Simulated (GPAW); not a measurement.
Input of a GPAW 26.7.0 run:

The input run.py:

```python
from ase.eos import EquationOfState
from ase.io import Trajectory, read
from ase.units import GPa
from gpaw import GPAW, PW, setup_paths

setup_paths.insert(0, '.')

atoms = read('Ge.xyz')

traj = Trajectory('eos.traj', 'w')
volumes, energies = [], []
for x in [0.94, 0.96, 0.98, 1.0, 1.02, 1.04, 1.06]:
    a = atoms.copy()
    a.set_cell(atoms.cell * x**(1 / 3), scale_atoms=True)
    calc = GPAW(mode=PW(600),
                xc='AM05',
                kpts={'size': (8, 8, 8), 'gamma': True},
                occupations={'name': 'fermi-dirac', 'width': 0.05},
                nbands=11,
                convergence={'density': 1e-05, 'energy': 1e-05},
                maxiter=150,
                txt=f'eos-{x:.2f}.txt')
    a.calc = calc
    energies.append(a.get_potential_energy(force_consistent=True))
    volumes.append(a.get_volume())
    p = -a.get_stress()[:3].mean() / GPa
    calc.write(f'eos-{x:.2f}.gpw')
    traj.write(a)
    print(f'{x:.2f} {volumes[-1]:10.4f} A^3 {energies[-1]:14.6f} eV {p:9.3f} GPa', flush=True)

v0, e0, B = EquationOfState(volumes, energies, eos='birchmurnaghan').fit()
print(f'V0 = {v0:.4f} A^3, E0 = {e0:.6f} eV, B0 = {B / GPa:.2f} GPa')
```

File Ge.xyz:

```xyz
2
Lattice="0.0000000000 2.8289100000 2.8289100000 2.8289100000 0.0000000000 2.8289100000 2.8289100000 2.8289100000 0.0000000000" Properties=species:S:1:pos:R:3 pbc="T T T"
Ge     4.2433650000      4.2433650000      4.2433650000
Ge     2.8289100000      2.8289100000      2.8289100000
```

Potentials or basis: PAW data sets generated in the run's folder for this functional, pw.

Run with:

```console
$ gpaw-setup -f AM05 Ge
$ OMP_NUM_THREADS=1 python run.py
```

Q: Estimate the pressure derivative of the bulk modulus.

A: 5.2 (rough: it moves with the points fitted).

Q: Predict the bulk modulus.

A: 66 GPa.

Q: Predict the equilibrium volume.

A: 23.02 Å³/atom.

Energy against volume, from the lowest point:
| volume (Å³/atom) | energy (meV/atom) |
| --- | --- |
| 21.281 | 31.44 |
| 21.733 | 16.40 |
| 22.186 | 6.55 |
| 22.639 | 1.29 |
| 23.092 | 0.00 |
| 23.545 | 2.29 |
| 23.997 | 7.83 |

**The experiment to reproduce.**

From “Sub-monolayer structures of Ag overlayers on Ge(111): experimental observations and first-principles study”, 2019, arxiv:1908.00180, for a bulk crystal of Ge: bulk modulus 75.8 GPa.

A measured bulk modulus of Ge is 75.8 GPa (quoted in “Sub-monolayer structures of Ag overlayers on Ge(111): experimental observations and first-principles study”, 2019, arxiv:1908.00180); the calculated 66 GPa misses it by -13.4 %. The fit is for a static lattice scaled at fixed shape and fixed fractional positions. The cell as given is a measured one (22.64 Å³/atom); AM05 puts the equilibrium volume +1.7 % from it, thermal expansion not counted.
